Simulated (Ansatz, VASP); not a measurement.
Two plane-wave programs on Ge

```
CELL_PARAMETERS angstrom
2.69616 -4.06842 0.00000
2.69616 4.06842 0.00000
0.00000 0.00000 5.39745
ATOMIC_POSITIONS crystal
Ge 0.50000 0.00000 0.25401
Ge 0.00000 0.50000 0.74599
Ge 0.00000 0.50000 0.25401
Ge 0.50000 0.00000 0.74599
Ge 0.00000 0.00000 0.00000
```

Alike in both runs: functional PBE; k mesh 8 × 8 × 6; occupations gaussian, width 0.1 eV; no spin polarisation.

Ansatz relaxed the structure, and its values are those at the end. VASP's run is a single point on that final structure, the one shown.

|  | VASP | Ansatz |
| --- | --- | --- |
| version | VASP 6.6.1 | Ansatz 0.2.0 |
| potentials or method | VASP PAW PBE potentials, release 64 (Ge_d) | scalar-relativistic, plane waves, PAW |
| plane-wave cutoff (eV) | 520 | 420 |
| valence electrons in the cell | 70 | 70 |

Ansatz gave:

| Quantity | Value |
| --- | --- |
| gap on the k mesh at the Fermi level (eV) | none |
| pressure (GPa) | 0.0 |
| rms of the force components (eV/Å) | 0.001 |

Problem. What did VASP give for the same quantities?

Solution. gap on the k mesh at the Fermi level (eV): none; pressure (GPa): 0.0; rms of the force components (eV/Å): 0.003.

A gap of «none» marks a metal or a gap that the smearing closes.
